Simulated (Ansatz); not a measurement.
**SnO2: a jump of H**

How high is the barrier in SnO2 when interstitial H hops to an equivalent place? Supercell of 12 sites; relaxed ends, then a climbing-image band.

Computed with Ansatz 0.2.0 (DFT PBE, scalar-relativistic, plane waves, PAW, unless a step's input says otherwise).

1 further run of the same task is left out (set aside as unsound or not needed).

**1. The starting structure**

It takes space group P4_2/mnm (No. 136, tetragonal). The conventional cell has a = 4.827 Å, b = 4.827 Å, c = 3.238 Å, α = 90.00°, β = 90.00°, γ = 90.00°. Sn (site symmetry mmm) has 6 O at 2.09 Å as nearest neighbours. Around O (site symmetry m2m) lie 3 Sn at 2.09 Å.

As a file:

```cif
data_structure
_symmetry_space_group_name_H-M 'P4_2/mnm'
_symmetry_Int_Tables_number 136
_cell_length_a 4.8272
_cell_length_b 4.8272
_cell_length_c 3.2382
_cell_angle_alpha 90.000
_cell_angle_beta 90.000
_cell_angle_gamma 90.000
_cell_volume 75.45
loop_
_atom_site_label
_atom_site_type_symbol
_atom_site_symmetry_multiplicity
_atom_site_Wyckoff_symbol
_atom_site_fract_x
_atom_site_fract_y
_atom_site_fract_z
_atom_site_occupancy
Sn1 Sn 2 a 0.50000 0.50000 0.50000 1
O1 O 4 f 0.19342 0.80658 0.50000 1
```

It goes back to an entry of the Materials Project.

It is the result of an earlier relaxation at this level (volume 12.58 Å³/atom; gap on the mesh: 0.68 eV).

**2. Relaxing the first end**

The supercell's rows are 0 1 -1; 0 -1 -1; -1 0 1 in vectors of the relaxed cell. Atom 13 is the H that will move.

input.yaml reads:

```yaml
crystal:
  lattice:
    - [0.0, 4.8271903452, -3.2381522545]
    - [0.0, -4.8271903452, -3.2381522545]
    - [-4.8271903452, 0.0, 3.2381522545]
  atoms:
    - { symbol: Sn, position: [0.25, 0.75, 0.5] }
    - { symbol: Sn, position: [0.75, 0.25, 0.5] }
    - { symbol: Sn, position: [0.0, 0.0, 0.0] }
    - { symbol: Sn, position: [0.5, 0.5, 0.0] }
    - { symbol: O, position: [0.5565765234, 0.75, 0.8065765234] }
    - { symbol: O, position: [0.0565765234, 0.25, 0.8065765234] }
    - { symbol: O, position: [0.9434234766, 0.75, 0.1934234766] }
    - { symbol: O, position: [0.4434234766, 0.25, 0.1934234766] }
    - { symbol: O, position: [0.5, 0.1934234766, 0.6934234766] }
    - { symbol: O, position: [0.0, 0.6934234766, 0.6934234766] }
    - { symbol: O, position: [0.5, 0.8065765234, 0.3065765234] }
    - { symbol: O, position: [0.0, 0.3065765234, 0.3065765234] }
    - { symbol: H, position: [0.8662745611, 0.5076005815, 0.8638817137], spin: 1.0 }
basis:
  ecutwfc: 420
  xc_grid: 2
kpoints:
  mp_grid: { grid: [3, 3, 3], shift: [0.0, 0.0, 0.0] }
hamiltonian:
  xc: pbe
scf:
  occupations: { method: gaussian, width: 0.02 }
output:
  forces: true
  stress: false
  eigenvalues: true
  populations: true
magnetization:
  spin_polarized: true
relax:
  adjacent_minimum: "off"
  f_tol: 0.02
  max_steps: 60
```

Command:

```
ansatz run input.yaml --threads 4 --pin off --max-ram 8192MiB --backend cpu --events-out ev --progress --plain --runs-dir out
```

Further runs follow: the band, a jump of 0.71 Å.

Before running it: what results should come out? Wanted: barrier forwards; barrier backwards; second end relative to first; highest image; neighbours of H at the start; at the top.

The runs gave:

| quantity | value |
| --- | --- |
| barrier forwards | 0.16 eV |
| barrier backwards | 0.16 eV |
| second end relative to first | 0.000 eV |
| highest image | 2 of 0 to 4, climbing |
| band iterations | 5 |
| neighbours of H at the start; at the top | 1 O at 1.01 Å; 2 O at 1.25 Å, 2 Sn at 2.51 Å, 4 O at 2.58 Å |

What this shows: The top lies 0.16 eV above the first end, or 6 kT at room temperature; with a typical attempt rate of 10^13 per second that is roughly 10^10 events a second. The ends differ by 1 meV at most. The input switches the test of curvatures off, so the top was not shown to be a first-order saddle. In a cell of 12 sites the barrier is good to about a tenth of an eV. A spin-polarised run here lost its starting moments, which speaks against magnetism, though one start doesn't rule it out.
